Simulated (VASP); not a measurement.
# Sn (Fd-3m) in VASP: band structure with PBE

Aim: the band structure of Sn with PBE.

Everything below comes from runs of VASP 6.6.1. Logs are shortened: lines on timing, memory, paths and dates and some standing lists are left out, and cuts for length are marked.

**1. Starting point**

It takes space group Fd-3m (No. 227, cubic). The conventional cell has a = 6.637 Å, b = 6.637 Å, c = 6.637 Å, α = 90.00°, β = 90.00°, γ = 90.00°. Sn (site symmetry -43m) is surrounded by 4 Sn at 2.87 Å.

This isn't the form of Sn at room conditions, which is tetragonal (white tin).

**2. Band structure, PBE**

The input, INCAR:

```
PREC = Accurate ; ENCUT = 250
EDIFF = 1E-7 ; ISMEAR = 0
SIGMA = 0.02 ; LREAL = False
LASPH = True ; NELM = 60
ALGO = Normal ; ISIF = 2
LWAVE = False ; LCHARG = False
GGA = PE
```

The input, KPOINTS:

```
Automatic mesh
0
Gamma
  8 8 8
```

The input, POSCAR:

```
Sn                                      
1.0
   -0.0000000000      3.3187335458      3.3187335458
    3.3187335458     -0.0000000000      3.3187335458
    3.3187335458      3.3187335458      0.0000000000
  Sn            
     2
Direct
     0.0000000000000000    0.0000000000000000    0.0000000000000000
     0.2500000000000000    0.2500000000000000    0.2500000000000000
```

The input, KPOINTS_OPT:

```
path GXWKGLUWLK,UX
15
line-mode
reciprocal
 0.0000000000  0.0000000000  0.0000000000  G
 0.5000000000  0.0000000000  0.5000000000  X

 0.5000000000  0.0000000000  0.5000000000  X
 0.5000000000  0.2500000000  0.7500000000  W

 0.5000000000  0.2500000000  0.7500000000  W
 0.3750000000  0.3750000000  0.7500000000  K

 0.3750000000  0.3750000000  0.7500000000  K
 0.0000000000  0.0000000000  0.0000000000  G

 0.0000000000  0.0000000000  0.0000000000  G
 0.5000000000  0.5000000000  0.5000000000  L

 0.5000000000  0.5000000000  0.5000000000  L
 0.6250000000  0.2500000000  0.6250000000  U

 0.6250000000  0.2500000000  0.6250000000  U
 0.5000000000  0.2500000000  0.7500000000  W

 0.5000000000  0.2500000000  0.7500000000  W
 0.5000000000  0.5000000000  0.5000000000  L

 0.5000000000  0.5000000000  0.5000000000  L
 0.3750000000  0.3750000000  0.7500000000  K

 0.6250000000  0.2500000000  0.6250000000  U
 0.5000000000  0.0000000000  0.5000000000  X
```

Potentials or basis: VASP PAW PBE potentials, release 64 (Sn_d).

Command:

```
$ cat potpaw_PBE.64/Sn_d/POTCAR > POTCAR
$ mpirun -np 1 vasp_std > vasp.out
```

OUTCAR:

```text
PREC = Accurate
   ENCUT = 250
   EDIFF = 1E-7
   ISMEAR = 0
   LREAL = False
   LASPH = True
   NELM = 60
   ISIF = 2
   GGA = PE

 ion  position               nearest neighbor table
   1  0.000  0.000  0.000-   2 2.87   2 2.87   2 2.87   2 2.87
   2  0.250  0.250  0.250-   1 2.87   1 2.87   1 2.87   1 2.87

  LATTYP: Found a face centered cubic cell.
 ALAT       =     6.6374670916

  Lattice vectors:

 A1 = (   0.0000000000,   3.3187335458,   3.3187335458)
 A2 = (   3.3187335458,   0.0000000000,   3.3187335458)
 A3 = (   3.3187335458,   3.3187335458,   0.0000000000)

Analysis of symmetry for initial positions (statically):
=====================================================================
 Subroutine PRICEL returns:
 Original cell was already a primitive cell.

 Routine SETGRP: Setting up the symmetry group for a
 face centered cubic supercell.

 Subroutine GETGRP returns: Found 48 space group operations
 (whereof 24 operations were pure point group operations)
 out of a pool of 48 trial point group operations.

The static configuration has the point symmetry T_d .
 The point group associated with its full space group is O_h .

Analysis of symmetry for dynamics (positions and initial velocities):
=====================================================================
 Subroutine PRICEL returns:
 Original cell was already a primitive cell.

 Routine SETGRP: Setting up the symmetry group for a
 face centered cubic supercell.

 Subroutine GETGRP returns: Found 48 space group operations
 (whereof 24 operations were pure point group operations)
 out of a pool of 48 trial point group operations.

The dynamic configuration has the point symmetry T_d .
 The point group associated with its full space group is O_h .

 Subroutine INISYM returns: Found 48 space group operations
 (whereof 24 operations are pure point group operations),
 and found     1 'primitive' translations

----------------------------------------------------------------------------------------

                                     Primitive cell

  volume of cell :      73.1050

  direct lattice vectors                    reciprocal lattice vectors
     0.000000000  3.318733546  3.318733546    -0.150659881  0.150659881  0.150659881
     3.318733546  0.000000000  3.318733546     0.150659881 -0.150659881  0.150659881
     3.318733546  3.318733546  0.000000000     0.150659881  0.150659881 -0.150659881

  length of vectors
     4.693397990  4.693397990  4.693397990     0.260950568  0.260950568  0.260950568

  position of ions in fractional coordinates (direct lattice)
     0.000000000  0.000000000  0.000000000
     0.250000000  0.250000000  0.250000000

  ion indices of the primitive-cell ions
   primitive index   ion index
                 1           1
                 2           2

----------------------------------------------------------------------------------------

 KPOINTS: Automatic mesh

Automatic generation of k-mesh.
 Grid dimensions read from file:
 generate k-points for:    8    8    8

 Generating k-lattice:

  Cartesian coordinates                     Fractional coordinates (reciprocal lattice)
    -0.018832485  0.018832485  0.018832485     0.125000000  0.000000000  0.000000000
     0.018832485 -0.018832485  0.018832485     0.000000000  0.125000000  0.000000000
     0.018832485  0.018832485 -0.018832485     0.000000000  0.000000000  0.125000000

  Length of vectors
     0.032618821  0.032618821  0.032618821

  Shift w.r.t. Gamma in fractional coordinates (k-lattice)
     0.000000000  0.000000000  0.000000000

 Subroutine IBZKPT returns following result:
 ===========================================

 Found     29 irreducible k-points:

 Following reciprocal coordinates:
            Coordinates               Weight
  0.000000  0.000000  0.000000      1.000000
  0.125000  0.000000  0.000000      8.000000
  0.250000  0.000000  0.000000      8.000000
  0.375000  0.000000  0.000000      8.000000
  0.500000  0.000000  0.000000      4.000000
  0.125000  0.125000  0.000000      6.000000
[... 16 lines left out ...]
  0.500000  0.250000  0.125000     48.000000
 -0.375000  0.250000  0.125000     24.000000
 [... further k-points ...]
   k-points           NKPTS =     29   k-points in BZ     NKDIM =     29   number of bands    NBANDS=     18
   number of dos      NEDOS =    301   number of ions     NIONS =      2
   total plane-waves  NPLWV =  13824
   dimension x,y,z NGX =    24 NGY =   24 NGZ =   24
   dimension x,y,z NGXF=    48 NGYF=   48 NGZF=   48
   ions per type =               2
   NGX,Y,Z   is equivalent  to a cutoff of   8.50,  8.50,  8.50 a.u.
   NGXF,Y,Z  is equivalent  to a cutoff of  17.00, 17.00, 17.00 a.u.
 SYSTEM =  unknown system
   PREC   = accura    normal or accurate (medium, high low for compatibility)
   ISTART =      0    job   : 0-new  1-cont  2-samecut
   ICHARG =      2    charge: 1-file 2-atom 10-const
   ISPIN  =      1    spin polarized calculation?
   LNONCOLLINEAR =      F non collinear calculations
   LSORBIT =      F    spin-orbit coupling
   LASPH  =      T    aspherical Exc in radial PAW
   ENCUT  =  250.0 eV  18.37 Ry    4.29 a.u.   6.05  6.05  6.05*2*pi/ulx,y,z
   NELM   =     60;   NELMIN=  2; NELMDL= -5     # of ELM steps
   EDIFF  = 0.1E-06   stopping-criterion for ELM
   LREAL  =      F    real-space projection
   EDIFFG = 0.1E-05   stopping-criterion for IOM
   NSW    =      0    number of steps for IOM
   IBRION =     -1    ionic relax: 0-MD 1-quasi-New 2-CG
   NFREE  =      0    steps in history (QN), initial steepest desc. (CG)
   ISIF   =      2    stress and relaxation
   ISYM   =      2    0-nonsym 1-usesym 2-fastsym
   POTIM  = 0.5000    time-step for ionic-motion
   TEBEG  =    0.0;   TEEND  =   0.0 temperature during run
   PSTRESS=    0.0 pullay stress
   NELECT =      28.0000    total number of electrons
   NUPDOWN=      -1.0000    fix difference up-down
   EMIN   =  10.00;   EMAX   =-10.00  energy-range for DOS
   EFERMI =   0.00;   METHOD = LEGACY
   ISMEAR =     0;   SIGMA  =   0.02  broadening in eV -4-tet -1-fermi 0-gaus
   EFERMI_NEDOS =   21; number of points for ismear=-14 and -15
   IALGO  =     38    algorithm
   IMIX   =      4    mixing-type and parameters
     AMIX     =   0.40;   BMIX     =  1.00
     AMIX_MAG =   1.60;   BMIX_MAG =  1.00
  volume/ion in A,a.u.               =      36.55       246.67
  Fermi-wavevector in a.u.,A,eV,Ry     =   1.188899  2.246694 19.231589  1.413482
  Thomas-Fermi vector in A             =   2.325019
   LORBIT       =      0    0 simple, 1 ext, 2 COOP (PROOUT), +10 PAW based schemes
   GGA     = PE    functional components
   LHFCALC =     F    Hartree Fock is set to
   AEXX    =    0.0000 exact exchange contribution
   IVDW    =     0    specifies the selected vdW correction
   LEPSILON=     F    determine dielectric tensor
   LRPA    =     F    only Hartree local field effects (RPA)
 non-spin polarized calculation
 Gauss-broadening in eV      SIGMA  =   0.02
  energy-cutoff  :      250.00
  volume of cell :       73.11
 maximum number of plane-waves:       670
   NGX = 13   NGY = 13   NGZ = 13

 number of electron      27.9999913 magnetization

 Free energy of the ion-electron system (eV)
  ---------------------------------------------------
  ext. energy  EPLUGINS =         0.00000000
  ---------------------------------------------------
  free energy    TOTEN  =        -7.68530042 eV

  energy without entropy =       -7.68520500  energy(sigma->0) =       -7.68525271

 E-fermi :   4.8232     XC(G=0):  -8.5806

 val. band max:        4.8228124995   @ k =   0.5000   0.0000   0.0000
 cond. band min:       4.9178753764   @ k =   0.3750   0.0000   0.0000
 fundamental gap:      0.0950628769
 Fermi energy:         4.8231915738

 k-point     1 :       0.0000    0.0000    0.0000
  band No.  band energies     occupation
      1     -16.5736      2.00000
      2     -16.5736      2.00000
      3     -16.5736      2.00000
      4     -16.5233      2.00000
      5     -16.5233      2.00000
      6     -16.2647      2.00000
[... 10 lines left out ...]
     17       7.1024      0.00000
     18       7.1025      0.00000

 k-point     2 :       0.1250    0.0000    0.0000
  band No.  band energies     occupation
      1     -16.5825      2.00000
      2     -16.5825      2.00000
      3     -16.5704      2.00000
      4     -16.5109      2.00000
      5     -16.5109      2.00000
      6     -16.2854      2.00000
[... 10 lines left out ...]
     17       7.4371      0.00000
     18       7.6836      0.00000

 k-point     3 :       0.2500    0.0000    0.0000
  band No.  band energies     occupation
      1     -16.5949      2.00000
      2     -16.5949      2.00000
      3     -16.5624      2.00000
      4     -16.4906      2.00000
      5     -16.4906      2.00000
      6     -16.3042      2.00000
[... 10 lines left out ...]
     17       7.9484      0.00000
     18       9.2011      0.00000

 k-point     4 :       0.3750    0.0000    0.0000
  band No.  band energies     occupation
      1     -16.6020      2.00000
      2     -16.6020      2.00000
      3     -16.5539      2.00000
      4     -16.4770      2.00000
      5     -16.4770      2.00000
      6     -16.3152      2.00000
[... 10 lines left out ...]
     17       8.1438      0.00000
     18      10.6789      0.00000

 k-point     5 :       0.5000    0.0000    0.0000
  band No.  band energies     occupation
      1     -16.6041      2.00000
      2     -16.6041      2.00000
      3     -16.5503      2.00000
      4     -16.4728      2.00000
      5     -16.4728      2.00000
      6     -16.3183      2.00000
[... 10 lines left out ...]
     17       8.1551      0.00000
     18      10.6431      0.00000

 k-point     6 :       0.1250    0.1250    0.0000
  band No.  band energies     occupation
      1     -16.5810      2.00000
      2     -16.5810      2.00000
      3     -16.5795      2.00000
      4     -16.5132      2.00000
      5     -16.4975      2.00000
      6     -16.3102      2.00000
[... 10 lines left out ...]
     17       7.9896      0.00000
     18       7.9896      0.00000

 k-point     7 :       0.2500    0.1250    0.0000
  band No.  band energies     occupation
      1     -16.5977      2.00000
      2     -16.5911      2.00000
      3     -16.5678      2.00000
      4     -16.4969      2.00000
      5     -16.4742      2.00000
      6     -16.3351      2.00000
[... 10 lines left out ...]
     17       8.6325      0.00000
     18       8.8599      0.00000

 k-point     8 :       0.3750    0.1250    0.0000
  band No.  band energies     occupation
      1     -16.6114      2.00000
      2     -16.6006      2.00000
      3     -16.5493      2.00000
      4     -16.4783      2.00000
      5     -16.4587      2.00000
      6     -16.3470      2.00000
[... 10 lines left out ...]
     17       8.8362      0.00000
     18       9.5318      0.00000
[... 229 lines left out ...]
     17      11.0322      0.00000
     18      11.4227      0.00000

 k-point    20 :      -0.3750    0.3750    0.0000
  band No.  band energies     occupation
      1     -16.6349      2.00000
      2     -16.6172      2.00000
      3     -16.5010      2.00000
      4     -16.4318      2.00000
      5     -16.4045      2.00000
      6     -16.3872      2.00000
[... 10 lines left out ...]
     17      10.4333      0.00000
     18      10.7129      0.00000

 k-point    21 :       0.5000    0.5000    0.0000
  band No.  band energies     occupation
      1     -16.6169      2.00000
      2     -16.6169      2.00000
      3     -16.5017      2.00000
      4     -16.5017      2.00000
      5     -16.3909      2.00000
      6     -16.3909      2.00000
[... 10 lines left out ...]
     17      12.2537      0.00000
     18      12.2537      0.00000

 k-point    22 :       0.3750    0.2500    0.1250
  band No.  band energies     occupation
      1     -16.6068      2.00000
      2     -16.6060      2.00000
      3     -16.5507      2.00000
      4     -16.4812      2.00000
      5     -16.4494      2.00000
      6     -16.3612      2.00000
[... 10 lines left out ...]
     17       8.8897      0.00000
     18       9.3433      0.00000

 k-point    23 :       0.5000    0.2500    0.1250
  band No.  band energies     occupation
      1     -16.6224      2.00000
      2     -16.6129      2.00000
      3     -16.5241      2.00000
      4     -16.4630      2.00000
      5     -16.4338      2.00000
      6     -16.3730      2.00000
[... 10 lines left out ...]
     17       8.9796      0.00000
     18       9.8623      0.00000

 k-point    24 :      -0.3750    0.2500    0.1250
  band No.  band energies     occupation
      1     -16.6287      2.00000
      2     -16.6150      2.00000
      3     -16.5116      2.00000
      4     -16.4495      2.00000
      5     -16.4351      2.00000
      6     -16.3683      2.00000
[... 10 lines left out ...]
     17       9.5139      0.00000
     18      10.3114      0.00000

 [... further k-points ...]
[... 5 lines left out ...]
  --------------------------------------------------------------------------------------
  -------------------------------------------------------------------------------------
  Total        0.0289376      0.0289376      0.0289376      0.0000000      0.0000000     -0.0000000
  in kB        0.6341994      0.6341994      0.6341994      0.0000000      0.0000000     -0.0000000
  external PRESSURE =       0.6341994 kB  Pullay stress =       0.0000000 kB

 VOLUME and BASIS-vectors are now :
 -----------------------------------------------------------------------------
  energy-cutoff  :      250.00
  volume of cell :       73.11
      direct lattice vectors                 reciprocal lattice vectors
     0.000000000  3.318733546  3.318733546    -0.150659881  0.150659881  0.150659881
     3.318733546  0.000000000  3.318733546     0.150659881 -0.150659881  0.150659881
     3.318733546  3.318733546  0.000000000     0.150659881  0.150659881 -0.150659881

 POSITION                                       TOTAL-FORCE (eV/Angst)
 -----------------------------------------------------------------------------------
      0.00000      0.00000      0.00000         0.000000      0.000000      0.000000
      1.65937      1.65937      1.65937        -0.000000     -0.000000     -0.000000
 -----------------------------------------------------------------------------------
    total drift:                               -0.000000      0.000000      0.000000

  FREE ENERGIE OF THE ION-ELECTRON SYSTEM (eV)
  ---------------------------------------------------
  free  energy   TOTEN  =        -7.6853004152 eV

  energy  without entropy=       -7.6852050049  energy(sigma->0) =       -7.68525271
```

It took 19 s on 1 thread of Intel Xeon Platinum 8488C (Sapphire Rapids), shared host; peak memory 0.14 GiB.

Results:

| Item | Value |
| --- | --- |
| Free energy | -7.6853 eV |
| Band gap along the path | none (metal or under the smearing width) |

Levels at the corners of the path, in eV from the Fermi level:
```tsv
point	band 12	band 13	band 14	band 15	band 16	band 17
Γ	-0.97	0.22	0.22	0.22	2.28	2.28
X	-7.16	-2.12	-2.12	1.02	1.02	7.43
X	-7.16	-2.12	-2.12	1.02	1.02	7.43
W	-7.12	-2.64	-2.64	3.36	3.36	4.14
W	-7.12	-2.64	-2.64	3.36	3.36	4.14
K	-6.71	-2.94	-1.79	1.26	3.39	5.61
K	-6.71	-2.94	-1.79	1.26	3.39	5.61
Γ	-0.97	0.22	0.22	0.22	2.28	2.28
Γ	-0.97	0.22	0.22	0.22	2.28	2.28
L	-5.93	-0.89	-0.89	0.00	3.33	3.33
L	-5.93	-0.89	-0.89	0.00	3.33	3.33
U	-6.71	-2.94	-1.79	1.26	3.39	5.61
U	-6.71	-2.94	-1.79	1.26	3.39	5.61
W	-7.12	-2.64	-2.64	3.36	3.36	4.14
W	-7.12	-2.64	-2.64	3.36	3.36	4.14
L	-5.93	-0.89	-0.89	0.00	3.33	3.33
L	-5.93	-0.89	-0.89	0.00	3.33	3.33
K	-6.71	-2.94	-1.79	1.26	3.39	5.61
U	-6.71	-2.94	-1.79	1.26	3.39	5.61
X	-7.16	-2.12	-2.12	1.02	1.02	7.43
```

Caveat: the cutoff is under 1.25 times the usual one of these potentials, so pressure, stress and relaxed cells hold a basis-set (Pulay) error; spin-orbit coupling is left out, which moves the levels of the heavy elements.
